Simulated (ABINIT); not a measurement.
Runs of ABINIT 10.8.3 (patched build) on PtSe2 (Sudovikovite). It takes space group P-3m1 (No. 164, trigonal). The conventional cell has a = 3.724 Å, b = 3.724 Å, c = 5.062 Å, α = 90.00°, β = 90.00°, γ = 120.00°. Pt (site symmetry -3m) is surrounded by 6 Se at 2.49 Å. Se (site symmetry 3m) has 3 Pt at 2.49 Å as nearest neighbours. 

| task | level | potentials or basis | cell | k mesh | cutoff (eV) | fine-grid cutoff | cell freedom (optcell) | cutoff smearing ecutsm (Ha) | optimiser (ionmov) | force stop (Ha/bohr) | mesh quality | gap on the mesh (eV) | pressure (GPa) | largest force (eV/Å) |
| --- | --- | --- | --- | --- | --- | --- | --- | --- | --- | --- | --- | --- | --- | --- |
| single point | PBEsol | JTH PAW PBE v2.0 | as given | 3 × 3 × 2 | 544 | 1088.46 eV | - | - | - | - | coarse | none | 2.6 | (a) |
| band structure | LDA | JTH PAW LDA v2.0 | as given | 8 × 8 × 5 | 544 | 1088.46 eV | - | - | - | - | not flagged | none | -0.1 | 0.27 |
| single point | r2SCAN | JTH PAW PBE v2.0 | as given | 5 × 5 × 3 | 653 | 1251.72 eV | - | - | - | - | coarse | none | - | 0.38 |
| single point | PBEsol | PseudoDojo NC SR PBEsol v0.4.1 standard | as given | 8 × 8 × 5 | 1170 | - | - | - | - | - | not flagged | none | (b) | 0.33 |
| relaxation of cell and atoms | LDA | JTH PAW LDA v2.0 | relaxed | 8 × 8 × 5 | 435 | 870.764 eV | 2 | 0.5 | 22 | 5e-05 | not flagged | none | 0.0 | - |

Alike in all rows: no spin polarisation; smearing fermi-dirac 0.05 eV.

Question: Estimate the missing entries.

Answer: (a) 0.30; (b) 2.0.

Caveats: some runs use coarse meshes; the PAW data sets were made with another functional, which shifts forces and pressure a little (some runs).

A k mesh can miss the band edges, and the runs leave out spin-orbit coupling on Pt, Se.

A gap of «none» marks a metal or a gap under the smearing width.

Not every run made on this cell is shown here.
